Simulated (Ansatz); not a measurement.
Here is an Ansatz 0.2.0 calculation.

Contents of input.yaml:

```yaml
crystal:
  lattice:
    - [-1.726539, 1.775547, 2.338342]
    - [1.726539, -1.775547, 2.338342]
    - [1.726539, 1.775547, -2.338342]
  atoms:
    - { symbol: Sn, position: [0.0, 0.0, 0.0] }
hamiltonian:
  xc: r2scan
  pseudopotentials: { kind: paw }
kpoints:
  mp_grid: { grid: [11, 11, 11] }
scf:
  occupations: { method: fermi_dirac, width: 0.05 }
output:
  forces: true
  stress: true
  eigenvalues: true
relax:
  f_tol: 0.01
  max_steps: 40
  cell: { stress_tol: 0.05 }
```

Potentials or basis: Ansatz PAW.

The run is started by

```sh
$ ansatz run input.yaml --threads 2 --pin off --max-ram 5632MiB --backend cpu --events-out ev --progress --plain --runs-dir out
```

(1) Estimate the relaxed volume.

(2) Estimate the band gap on the k mesh.

(3) Estimate the relaxed cell.

(4) What does it give for the space group after relaxing (to 0.05 Å)?

Answers

(1) 27.35 Å³/atom.

(2) none (metal or under the smearing width).

(3) a = 3.365 Å, b = 3.365 Å, c = 3.365 Å, α = 118.93°, β = 118.93°, γ = 91.86°.

(4) I4/mmm (No. 139).

Caveat: the PAW data sets come from PBE, with cores solved anew for the run's functional, which leaves a small shift of forces and pressure.
